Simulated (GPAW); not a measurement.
A run of GPAW 26.7.0 is set up as follows.

Contents of run.py:

```python
from ase.dft.bandgap import bandgap
from ase.io import read, write
from ase.units import GPa
from gpaw import GPAW, PW

atoms = read('POSCAR')

calc = GPAW(mode=PW(600),
            xc='PBE',
            kpts={'size': (11, 11, 11), 'gamma': True},
            occupations={'name': 'methfessel-paxton', 'order': 0, 'width': 0.026000000000000002},
            nbands=18,
            convergence={'density': 1e-05, 'energy': 1e-05},
            maxiter=150,
            txt='gpaw.txt')
atoms.calc = calc
energy = atoms.get_potential_energy()
forces = atoms.get_forces()
stress = atoms.get_stress()
calc.write('gs.gpw')
write('result.traj', atoms)
print(f'Energy: {energy:.6f} eV')
print('Forces (eV/A):')
print(forces.round(4))
print('Stress (GPa):', (stress / GPa).round(3))
print('Fermi level:', round(calc.get_fermi_level(), 4), 'eV')
print(f'Gap: {bandgap(calc)[0]:.4f} eV, direct: {bandgap(calc, direct=True)[0]:.4f} eV')
```

POSCAR

```
Ag
1.0
    0.0000000000      2.0427500000      2.0427500000
    2.0427500000      0.0000000000      2.0427500000
    2.0427500000      2.0427500000      0.0000000000
Ag
1
Direct
    0.0000000000      0.0000000000      0.0000000000
```

Potentials or basis: GPAW PAW data sets (gpaw-data 1.2.1), pw.

Command:

```sh
$ OMP_NUM_THREADS=1 python run.py
```

Question: Estimate the pressure.

Answer: 4.2 GPa.

Question: What does it give for the band gap on the k mesh?

Answer: None (metal or under the smearing width).
